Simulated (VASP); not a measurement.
Ba, 1 atom in the cell. It takes space group Im-3m (No. 229, cubic). Conventional cell: a = 5.025 Å, b = 5.025 Å, c = 5.025 Å, α = 90.00°, β = 90.00°, γ = 90.00°. Around Ba (site symmetry m-3m) lie 8 Ba at 4.35 Å. 

```yaml
Program: VASP 6.6.1
Task: elastic constants
Functional: LDA
Potentials_or_basis: VASP PAW LDA potentials, release 64 (Ba_sv)
Cutoff: 580 eV
k_mesh: 12 × 12 × 12
Occupations: gaussian, width 0.1 eV
Spin: no spin polarisation
Ions_in_elastic_constants: relaxed
Further_INCAR_settings: ALGO = Fast; EDIFF = 1e-08; IBRION = 6; POTIM = 0.015; NSW = 1; ISIF = 3
```

Potentials or basis: VASP PAW LDA potentials, release 64 (Ba_sv).

Launch:

```console
$ cat potpaw_LDA.64/Ba_sv/POTCAR > POTCAR
$ cp INCAR.step1 INCAR
$ mpirun -np 1 vasp_std > vasp.out
$ cp CONTCAR POSCAR
$ cp INCAR.step2 INCAR
$ mpirun -np 1 vasp_std > vasp.out
```

Hardware: 1 thread of Intel(R) Xeon(R) 6975P-C (Granite Rapids) (shared host).

**Question.** How long does it take, and how much memory?

**Answer.** Run time: 14 min on 1 thread of Intel(R) Xeon(R) 6975P-C (Granite Rapids) (shared host), peak memory 0.54 GiB. Counts: scf iterations 193, k points 72, ion steps 4.
